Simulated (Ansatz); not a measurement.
The system is SnO2 (Cassiterite).

```xyz
6
Lattice="4.7380 0.0000 0.0000 0.0000 4.7380 0.0000 0.0000 0.0000 3.1865" Properties=species:S:1:pos:R:3 pbc="T T T"
Sn    2.3690    2.3690    1.5933
Sn    0.0000    0.0000    0.0000
O     3.8240    0.9140    1.5933
O     3.2830    3.2830    0.0000
O     0.9140    3.8240    1.5933
O     1.4550    1.4550    0.0000
```

* Program: Ansatz 0.2.0
* Task: relaxation of cell and atoms
* Functional: PBE
* Potentials or basis: Ansatz PAW
* Cutoff: 420 eV (not typed: the program's choice for these potentials)
* k mesh: 6 × 6 × 8
* Occupations: fermi-dirac, width 0.05 eV
* Spin: no spin polarisation

At the start: volume 11.92 Å³/atom.

**Question.** Where does the relaxation end?

**Answer.** It ends after 7 steps and the volume is 12.58 Å³/atom (+5.5 %); space group P4_2/mnm (No. 136, to 0.05 Å).

The path:
| step | energy change (eV) | largest force (eV/Å) | volume (Å³) |
| --- | --- | --- | --- |
| 1 | 0.0000 | 0.2753 | 71.53 |
| 2 | -0.1050 | 0.0297 | 75.13 |
| 3 | -0.1047 | 0.0464 | 75.26 |
| 4 | -0.1052 | 0.0077 | 75.23 |
| 5 | -0.1294 | 0.0089 | 75.23 |
| 6 | -0.1286 | 0.0005 | 75.45 |
| 7 | -0.1297 | 0.0006 | 75.45 |

Final structure:
```
Sn O
1.0
     4.82701    0.00000    0.00000
     0.00000    4.82701    0.00000
     0.00000    0.00000    3.23828
Sn O
2 4
Direct
  0.50000 0.50000 0.50000
  0.00000 0.00000 0.00000
  0.80657 0.19343 0.50000
  0.69343 0.69343 0.00000
  0.19343 0.80657 0.50000
  0.30657 0.30657 0.00000
```

Caveat: the plane-wave basis is chosen anew once the cell has moved, so the energies of steps on either side of that aren't comparable; the pressure holds a Pulay correction of +0.8 GPa for the finite cutoff.
